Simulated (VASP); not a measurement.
A run of VASP 6.6.1 is set up as follows.

File INCAR:

```
PREC = Accurate
ENCUT = 520
EDIFF = 1E-6
ISMEAR = 0
SIGMA = 0.05
LREAL = False
LASPH = True
NELM = 80
ALGO = Normal
ISIF = 2
LWAVE = False
LCHARG = False
GGA = PS
NBANDS = 18
```

The input KPOINTS:

```
Automatic mesh
0
Gamma
  9 9 6
```

File POSCAR:

```
LiF
1.0
    2.8804546505      0.0000000000      0.0000000000
   -1.4402273252      2.4945469018      0.0000000000
    0.0000000000      0.0000000000      5.4286387475
Li F
2 2
Direct
    0.3333333333      0.6666666667      0.3811542600
    0.6666666667      0.3333333333      0.8811542600
    0.3333333333      0.6666666667      0.9938437400
    0.6666666667      0.3333333333      0.4938437400
```

Potentials or basis: VASP PAW PBE potentials, release 64 (Li_sv, F).

The run is started by

```bash
$ cat potpaw_PBE.64/Li_sv/POTCAR potpaw_PBE.64/F/POTCAR > POTCAR
$ mpirun -np 1 vasp_std > vasp.out
```

(1) Estimate the band gap on the k mesh.

(2) Estimate the largest force.

Results:

(1) 7.57 eV, direct.

(2) 0.450 eV/Å.

Caveat: the PAW data sets were made with another functional, which shifts forces and pressure a little; an odd mesh through Γ misses points on the zone boundary, where band edges often lie.
